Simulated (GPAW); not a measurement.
# Sb (P6_3/mmc) in GPAW: single point with PBE

Aim: the single point of Sb with PBE.

Everything below comes from runs of GPAW 26.7.0. Logs are shortened: lines on timing, memory, paths and dates and some standing lists are left out, and cuts for length are marked. The log counts tension as positive stress, the text compression.

### Step 1. The structure

The structure is hexagonal, space group P6_3/mmc (No. 194). The conventional cell has a = 3.355 Å, b = 3.355 Å, c = 5.470 Å, α = 90.00°, β = 90.00°, γ = 120.00°. Sb (site symmetry -6m2) has 12 Sb at 3.35 Å as nearest neighbours.

This isn't the form of Sb at room conditions, which is rhombohedral.

### Step 2. Single point, PBE

The input, run.py:

```python
from ase import Atoms
from ase.dft.bandgap import bandgap
from ase.io import write
from ase.units import GPa
from gpaw import GPAW, PW

atoms = Atoms(['Sb', 'Sb'],
              cell=[[3.3545324186, 0.0, 0.0],
                    [-1.6772662093, 2.9051102923, 0.0],
                    [0.0, 0.0, 5.47016065]],
              scaled_positions=[[0.6666666667, 0.3333333333, 0.75],
                                [0.3333333333, 0.6666666667, 0.25]],
              pbc=True)

calc = GPAW(mode=PW(500),
            xc='PBE',
            kpts={'size': (7, 7, 4), 'gamma': True},
            occupations={'name': 'fermi-dirac', 'width': 0.05},
            nbands=25,
            maxiter=120,
            txt='gpaw.txt')
atoms.calc = calc
energy = atoms.get_potential_energy()
forces = atoms.get_forces()
stress = atoms.get_stress()
calc.write('gs.gpw')
write('result.traj', atoms)
print(f'Energy: {energy:.6f} eV')
print('Forces (eV/A):')
print(forces.round(4))
print('Stress (GPa):', (stress / GPa).round(3))
print('Fermi level:', round(calc.get_fermi_level(), 4), 'eV')
print(f'Gap: {bandgap(calc)[0]:.4f} eV, direct: {bandgap(calc, direct=True)[0]:.4f} eV')
```

Potentials or basis: GPAW PAW data sets (gpaw-data 1.2.1), pw.

Run with:

```
$ OMP_NUM_THREADS=1 python run.py
```

gpaw.txt:

```text
__  _  _
 | _ |_)|_||  |
 |__||  | ||/\| - 26.7.0

Input parameters:
  mode=PW(ecut=500.0),
  kpts=MonkhorstPack(size=(7, 7, 4), gamma=True),
  maxiter=120,
  nbands=25,
  occupations=Occupations(name='fermi-dirac', width=0.05),
  xc=XC(name='PBE')

Diagonalizing LCAO Hamiltonian
Converting LCAO to pw mode

           Sb

        Sb

Atoms  # Å, Bohr magnetons
|   | symbol |         x |        y |        z |    initial magnetic moments |
|---|--------|-----------|----------|----------|-----------------------------|
| 0 |     Sb |  1.677266 | 0.968370 | 4.102620 | ( 0.0000,  0.0000,  0.0000) |
| 1 |     Sb | -0.000000 | 1.936740 | 1.367540 | ( 0.0000,  0.0000,  0.0000) |

Unit cell  # Å
| periodic |         x |        y |        z |  lengths |     angles |
|----------|-----------|----------|----------|----------|------------|
|      yes |  3.354532 | 0.000000 | 0.000000 | 3.354532 |  90.000000 |
|      yes | -1.677266 | 2.905110 | 0.000000 | 3.354532 |  90.000000 |
|      yes |  0.000000 | 0.000000 | 5.470161 | 5.470161 | 120.000000 |

Number of symmetries: 12
Symmetry operations  # r_c * U_cc + t_c -> r_c
|    | kind |            matrix            |
|----|------|------------------------------|
|  0 |  σ   |  1, 1, 0,  0,-1, 0,  0, 0, 1 |
|  1 |  S6  |  1, 1, 0, -1, 0, 0,  0, 0,-1 |
|  2 |  E   |  1, 0, 0,  0, 1, 0,  0, 0, 1 |
|  3 |  C2  |  1, 0, 0, -1,-1, 0,  0, 0,-1 |
|  4 |  C2  |  0, 1, 0,  1, 0, 0,  0, 0,-1 |
|  5 |  C3  |  0, 1, 0, -1,-1, 0,  0, 0, 1 |
|  6 |  S6  |  0,-1, 0,  1, 1, 0,  0, 0,-1 |
|  7 |  σ   |  0,-1, 0, -1, 0, 0,  0, 0, 1 |
|  8 |  σ   | -1, 0, 0,  1, 1, 0,  0, 0, 1 |
|  9 |  i   | -1, 0, 0,  0,-1, 0,  0, 0,-1 |
| 10 |  C3  | -1,-1, 0,  1, 0, 0,  0, 0, 1 |
| 11 |  C2  | -1,-1, 0,  0, 1, 0,  0, 0,-1 |

BZ-sampling:
  Number of BZ points: 196
  Number of IBZ points: 28

  Monkhorst-Pack size: [7, 7, 4]
  Monkhorst-Pack shift: [0.0, 0.0, 0.125]

K-points  # in reciprocal-cell coordinates
|     |                                coordinates |     weight |
|-----|--------------------------------------------|------------|
|   0 | (  0.00000000,   0.00000000,   0.00000000) | 0.00510204 |
|   1 | (  0.00000000,   0.00000000,   0.25000000) | 0.01020408 |
|   2 | (  0.00000000,   0.00000000,   0.50000000) | 0.00510204 |
|   3 | (  0.14285714,   0.00000000,  -0.25000000) | 0.03061224 |
|   4 | (  0.14285714,   0.00000000,   0.00000000) | 0.03061224 |
|   5 | (  0.14285714,   0.00000000,   0.25000000) | 0.03061224 |
|   6 | (  0.14285714,   0.00000000,   0.50000000) | 0.03061224 |
|   7 | (  0.28571429,  -0.14285714,   0.00000000) | 0.03061224 |
|   8 | (  0.28571429,  -0.14285714,   0.25000000) | 0.06122449 |
|   9 | (  0.28571429,  -0.14285714,   0.50000000) | 0.03061224 |
| ... |                                            |            |
|  27 | (  0.42857143,   0.42857143,   0.50000000) | 0.03061224 |

Plane wave coefficients: 1376
Cutoff: 500.0 eV

Spin-components: 1 (collinear spins)
Bands:           25
Projectors:      12
Spin-degeneracy: 2
Datatype:        complex128

Parallelization:
  kpt:    1
  domain: 1
  band:   1

Density:
  Valence electrons: 30.0
  Components: 1
  Grid points: [18 18 30]
  Charge: 0.0  # |e|

Potential:
  Grid points: [18 18 30]

species:
  Sb:
    name:    Antimony
    Z:       51.0
    valence: 15
    core:    36
    charge:  0.0  # [|e|]
    compensation charges:
      type: gauss
      rc: 0.36  # [Å]
      lmax: 2
    cutoffs:
      filter: 2.23  # [Å]
      core: 2.23  # [Å]
    projectors
    | kind |    occ | energy [eV] | rcut [Å] |
    |------|--------|-------------|----------|
    |   5s |  2.000 |     -12.815 |    1.154 |
    |   5p |  3.000 |      -4.830 |    1.233 |
    |   4d | 10.000 |     -33.514 |    1.196 |
    |    s |        |      14.396 |    1.154 |
    |    p |        |      22.381 |    1.233 |
    |    d |        |      -6.303 |    1.196 |

    Using partial waves for Sb as LCAO basis

Reference energy: -352563.116496  # eV

eigensolver:
  PPCG
  Converge bands: occupied
  niter=2

density mixing:
  MSR1-Mixer
  Pratt-step length: 0.05
  Maximum mixing coefficient: 0.75
  Old densities: 10
  SVD Regularization: 0.005
  Good broyden scale: 1.0
  Trust region scale: 1.0
  Backstep threshold: 4.0
  History deletion threshold: 6.0
  Fourier metric: weight=20.0, sigma=0.015

occupation numbers:
  Fermi-Dirac:
    width: 0.0500  # eV

poisson solver:
  ecut: 4000.0  # eV

xc functional:
  name: PBE with 2 nearest neighbor stencil

convergence criteria:
- Maximum [total energy] change in last 3 cyles: 0.0005 eV / valence electron
- Maximum integral of absolute [dens]ity change: 0.0001 electrons / valence electron
- Maximum integral of absolute [eigenst]ate change: 4e-08 eV^2 / valence electron
maximum number of iterations: 120

SCF iterations
|iter     | |      energy | eigst |  dens |
|---------|-|-------------|-------|-------|
|iter:   1| |   -8.228622 | +0.41 |       |
|iter:   2| |   -8.234319 | -2.16 | -1.86 |
|iter:   3| |   -8.223910c| -2.57 | -1.88 |
|iter:   4| |   -8.224495c| -4.03 | -2.50 |
|iter:   5| |   -8.224665c| -4.84 | -2.92 |
|iter:   6| |   -8.224668c| -5.51 | -3.41 |
|iter:   7| |   -8.224672c| -6.60 | -3.82 |
|iter:   8| |   -8.224672c| -7.54c| -4.89c|

Converged in 8 steps
Energy contributions relative to reference atoms: (reference = -352563.116496)

Energy contributions:
  Kinetic:           0.971173
  Coulomb:          -1.622454
  Zero:              0.361841
  External:          0.000000
  Xc:               -7.928863
  Entropy:          -0.012738
  Spinorbit:         0.000000
  ----------------------------
  Free energy:      -8.231041
  Extrapolated:     -8.224672

dipole moment: (-0.000000, -0.000001, -0.000001)  # |e|*Ang

Fermi level: 8.134
Eigenvalues  # (at kpt = [0.000, 0.000, 0.000])
| band index |      eig [eV] | occ [0-2] |
|------------|---------------|-----------|
|          0 |       -21.075 |     2.000 |
|        ... |               |           |
|          5 |       -21.048 |     2.000 |
|          6 |       -21.047 |     2.000 |
|          7 |       -21.047 |     2.000 |
|          8 |       -20.997 |     2.000 |
|          9 |       -20.997 |     2.000 |
|         10 |        -4.717 |     2.000 |
[... 8 lines left out ...]
|         19 |        17.406 |     0.000 |
|         20 |        18.676 |     0.000 |
|        ... |               |           |
|         24 |        20.461 |     0.000 |

No gap
No difference between direct/indirect transitions

Forces  # eV/Ang
|        x |       y |        z |
|----------|---------|----------|
| -0.00000 | 0.00000 |  0.00008 |  # Sb   0
|  0.00000 | 0.00000 | -0.00008 |  # Sb   1

Stress tensor  # eV/Ang^3
|         x |         y |         z |
|-----------|-----------|-----------|
| -0.007811 |  0.000000 |  0.000000 |
|  0.000000 | -0.007811 |  0.000000 |
|  0.000000 |  0.000000 | -0.000543 |

# Writing to gs.gpw (mode='')
```

Wall time 17 s (1 thread of Arm Neoverse V1, shared host); peak memory 0.15 GiB.

What came out:

| Property | Result |
| --- | --- |
| Free energy | -8.2310 eV |
| Pressure | 0.9 GPa |
| Band gap on the k mesh | none (metal or under the smearing width) |

Levels at points of the mesh, in eV from the Fermi level:
```csv
k point,band 11,band 12,band 13,band 14,band 15,band 16,band 17,band 18,band 19,band 20
"(0.00, 0.00, 0.00)",-12.85,-9.01,-5.75,3.73,3.73,5.39,5.39,5.62,8.01,9.27
"(0.00, 0.00, 0.50)",-11.61,-11.61,-0.66,-0.66,4.55,4.55,4.55,4.55,8.97,8.97
```

Caveat: the cutoff is short for stress and forces, so pressures can be off by a GPa or more.
